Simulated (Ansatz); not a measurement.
**Al3Cu: tests of the settings**

One table from this session's results is given with a row withheld; the runs are named, their logs left out.

Computed with Ansatz 0.2.0 (DFT r2SCAN, scalar-relativistic, plane waves, PAW, unless a step's input says otherwise).

## Starting point

Symmetry: P4/mmm, No. 123, tetragonal system. The conventional cell has a = 2.778 Å, b = 2.778 Å, c = 7.513 Å, α = 90.00°, β = 90.00°, γ = 90.00°. Al (site symmetry 4/mmm) is surrounded by 12 Al at 2.78 to 2.85 Å. Al (site symmetry 4mm) is surrounded by 4 Cu at 2.60 Å and 8 Al at 2.78 to 2.85 Å. Cu (site symmetry 4/mmm) is surrounded by 8 Al at 2.60 Å and 4 Cu at 2.78 Å.

Structure file:

```xyz
4
Lattice="2.7784 0.0000 0.0000 0.0000 2.7784 0.0000 0.0000 0.0000 7.5134" Properties=species:S:1:pos:R:3 pbc="T T T"
Al    0.0000    0.0000    3.7567
Al    1.3892    1.3892    1.6989
Al    1.3892    1.3892    5.8145
Cu    0.0000    0.0000    0.0000
```

Source of the structure: the Materials Project (structure only). It is taken as it stands there.

The first run:

File input.yaml:

```yaml
crystal:
  lattice:
    - [2.7784054294, 0.0, 0.0]
    - [0.0, 2.7784054294, 0.0]
    - [0.0, 0.0, 7.51340341]
  atoms:
    - { symbol: Al, position: [0.0, 0.0, 0.5] }
    - { symbol: Al, position: [0.5, 0.5, 0.22611551] }
    - { symbol: Al, position: [0.5, 0.5, 0.77388449] }
    - { symbol: Cu, position: [0.0, 0.0, 0.0] }
basis:
  ecutwfc: 500
kpoints:
  mp_grid: { grid: [6, 6, 4] }
hamiltonian:
  xc: r2scan
scf:
  occupations: { method: gaussian, width: 0.1 }
output:
  forces: true
  stress: true
  eigenvalues: true
```

Run with:

```bash
ansatz run input.yaml --threads 1 --pin off --max-ram 2560MiB --backend cpu --events-out ev --progress --plain --runs-dir out
```

Steps of the session up to this table: A first look at the start; The base run, for reference; Plane-wave cutoff: 150 eV; Plane-wave cutoff set to 200 eV; Plane-wave cutoff: 250 eV; Plane-wave cutoff set to 300 eV; Plane-wave cutoff: 350 eV; Plane-wave cutoff set to 380 eV; Plane-wave cutoff set to 460 eV; Plane-wave cutoff set to 520 eV; Plane-wave cutoff: 600 eV; Plane-wave cutoff: 700 eV; Plane-wave cutoff: 850 eV.

One of the session's tables, all rows but one given; the rest of the session is left out.

It belongs to the step «What the plane-wave cutoff changes». 

```
cutoff (eV)  ΔE (meV/atom)  pressure (GPa)  largest change of a force component (eV/Å)
        150          22673           16.24                                       1.115
        200           4099           -1.05                                       0.107
        250            712            3.67                                       0.074
        300           86.4            0.97                                       0.033
        350           8.98            0.50                                       0.005
        380              ?               ?                                           ?
        460           0.85            0.49                                       0.000
        500           0.52            0.49                                       0.000
        520           0.42            0.49                                       0.000
        600           0.23            0.50                                       0.000
        700           0.14            0.50                                       0.000
        850           0.00            0.50                                       0.000
```

Estimate the missing values for cutoff (eV) = 380.

Worked estimate for «ΔE (meV/atom)». A straight line through the neighbours (350, 8.98) and (460, 0.85) gives 8.98 + (0.85 − 8.98) × (380 − 350) / (460 − 350) = 6.76; a parabola fitted to 4 rows on both sides gives -1.87.

As computed: ΔE (meV/atom): 3.36; pressure (GPa): 0.48; largest change of a force component (eV/Å): 0.000. In «ΔE (meV/atom)» the line misses by +3.40 and the parabola by -5.23. Between these rows the values bend or scatter more than so simple an estimate can follow.

To keep in mind: The settings are coarse, so take the values as rough. Warnings in the runs' records: cutoff below recommended.
